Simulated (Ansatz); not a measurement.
# Cd: single points about a listed cell

Aim: see how energy, forces, stress and gap of Cd answer to further strains and shifts, distortions that keep the symmetry. Nothing is relaxed unless a step says so.

Computed with Ansatz 0.2.0 (DFT PBE, scalar-relativistic, plane waves, PAW, unless a step's input says otherwise).

### Step 1. The system as given

Symmetry: Im-3m, No. 229, cubic system. The conventional cell has a = 3.569 Å, b = 3.569 Å, c = 3.569 Å, α = 90.00°, β = 90.00°, γ = 90.00°. Cd (site symmetry m-3m) is surrounded by 8 Cd at 3.09 Å.

Coordinates:

```
Cd
1.0
    -1.78432    1.78432    1.78432
     1.78432   -1.78432    1.78432
     1.78432    1.78432   -1.78432
Cd
1
Direct
  0.00000 0.00000 0.00000
```

The structure comes from the Materials Project (structure only).

### Step 2. A distortion that keeps the symmetry

What differs from the listed cell: strain xx, yy, zz, yz, xz, xy = -3.7, -3.7, -3.7, +0.0, +0.0, +0.0 %.

File input.yaml:

```yaml
crystal:
  lattice:
    - [-1.7176418869, 1.7176418869, 1.7176418869]
    - [1.7176418869, -1.7176418869, 1.7176418869]
    - [1.7176418869, 1.7176418869, -1.7176418869]
  atoms:
    - { symbol: Cd, position: [0.0, 0.0, 0.0] }
basis:
  ecutwfc: 420
kpoints:
  mp_grid: { grid: [16, 16, 16] }
hamiltonian:
  xc: pbe
scf:
  occupations: { method: gaussian, width: 0.1 }
output:
  forces: true
  stress: true
  eigenvalues: true
  populations: true
```

### Step 3. A change within the space group

input.yaml: that of step 2 with these lines changed.

```diff
@@ -2,5 +2,5 @@
   lattice:
-    - [-1.7176418869, 1.7176418869, 1.7176418869]
-    - [1.7176418869, -1.7176418869, 1.7176418869]
-    - [1.7176418869, 1.7176418869, -1.7176418869]
+    - [-1.8655443374, 1.8655443374, 1.8655443374]
+    - [1.8655443374, -1.8655443374, 1.8655443374]
+    - [1.8655443374, 1.8655443374, -1.8655443374]
   atoms:
```

### Step 4. A change within the space group

File input.yaml:

```yaml
crystal:
  lattice:
    - [-1.8612619646, 1.8612619646, 1.8612619646]
    - [1.8612619646, -1.8612619646, 1.8612619646]
    - [1.8612619646, 1.8612619646, -1.8612619646]
  atoms:
    - { symbol: Cd, position: [0.0, 0.0, 0.0] }
basis:
  ecutwfc: 420
kpoints:
  mp_grid: { grid: [16, 16, 16] }
hamiltonian:
  xc: pbe
scf:
  occupations: { method: gaussian, width: 0.1 }
output:
  forces: true
  stress: true
  eigenvalues: true
```

What does the calculation give? Wanted: for each run, case; energy; pressure; largest force.

The runs gave:

```
step                                  case  energy (meV/atom)  pressure (GPa)  largest force (eV/Å)  gap on the mesh (eV)
   2  a distortion that keeps the symmetry               +0.0             8.3                  0.00                  0.00
   3       a change within the space group              -39.5            -2.8                  0.00                  0.00
   4       a change within the space group              -42.6            -2.7                  0.00                  0.00
```

Energies are counted from step 2, with the smearing taken to zero. A gap of 0.00 means none on the mesh at this level.

The distorted cells of the listed formula and level show no gap on the mesh.
